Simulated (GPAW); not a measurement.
The system is TaN.

```xyz
2
Lattice="0.0000 2.2113 2.2113 2.2113 0.0000 2.2113 2.2113 2.2113 0.0000" Properties=species:S:1:pos:R:3 pbc="T T T"
Ta    2.2113    2.2113    2.2113
N     0.0000    0.0000    0.0000
```

The cell comes from a database or a generator and needn't be the stable form of this composition.

Program: GPAW 26.7.0. Alike in all runs: cell as given; cutoff (eV) 800.

**Question.** Order these runs on this cell by their pressure, lowest first.
A. level PBE; potentials or basis GPAW PAW data sets (gpaw-data 1.2.1), pw; spin off; k mesh 10 × 10 × 10; smearing gaussian 0.029 eV
B. level PBEint; potentials or basis PAW data sets generated in the run's folder for this functional, pw; spin SOC, no magnetisation; k mesh 8 × 8 × 8; smearing fermi-dirac 0.05 eV; band path GXWKGLUWLK,UX; band points 60; spin axis theta (degrees) 0; spin axis phi (degrees) 0; soc after scf second variation
C. level RPBE; potentials or basis the program's PAW data sets (release 1.2.1) made for this functional, pw; spin off; k mesh 10 × 10 × 10; smearing gaussian 0.02 eV

**Answer.** B (-8.1 GPa), A (-1.6 GPa), C (4.0 GPa).

Caveats: spin-orbit coupling was added after a scalar SCF, so levels and gaps hold it while energy, forces, pressure and moments don't (some runs).
